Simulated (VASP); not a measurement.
The system is TaC.

```
CELL_PARAMETERS angstrom
0.00000 2.22300 2.22300
2.22300 0.00000 2.22300
2.22300 2.22300 0.00000
ATOMIC_POSITIONS crystal
Ta 0.00000 0.00000 0.00000
C 0.50000 0.50000 0.50000
```

```yaml
Program: VASP 6.6.1
Task: relaxation of cell and atoms
Functional: PBE
Potentials_or_basis: VASP PAW PBE potentials, release 64 (Ta_pv, C)
Cutoff: 520 eV
k_mesh: 16 × 16 × 16
Occupations: gaussian, width 0.1 eV
Spin: no spin polarisation
```

At the start: pressure 7.4 GPa; volume 10.99 Å³/atom.

How do energy, volume and symmetry change on relaxing?

Over 3 steps the energy falls by 5.5 meV/atom and the volume is 11.23 Å³/atom (+2.2 %); space group Fm-3m (No. 225, to 0.05 Å).

The path:
| step | energy change (eV) | largest force (eV/Å) | pressure (GPa) | volume (Å³) |
| --- | --- | --- | --- | --- |
| 1 | 0.0000 | 0.0000 | 7.43 | 21.97 |
| 2 | 0.0462 | 0.0000 | -14.89 | 23.63 |
| 3 | -0.0110 | 0.0000 | -0.11 | 22.46 |

Final structure:
```
Ta C
1.0
     0.00000    2.23952    2.23952
     2.23952    0.00000    2.23952
     2.23952    2.23952    0.00000
Ta C
1 1
Cartesian
  0.0000 0.0000 0.0000
  2.2395 2.2395 2.2395
```
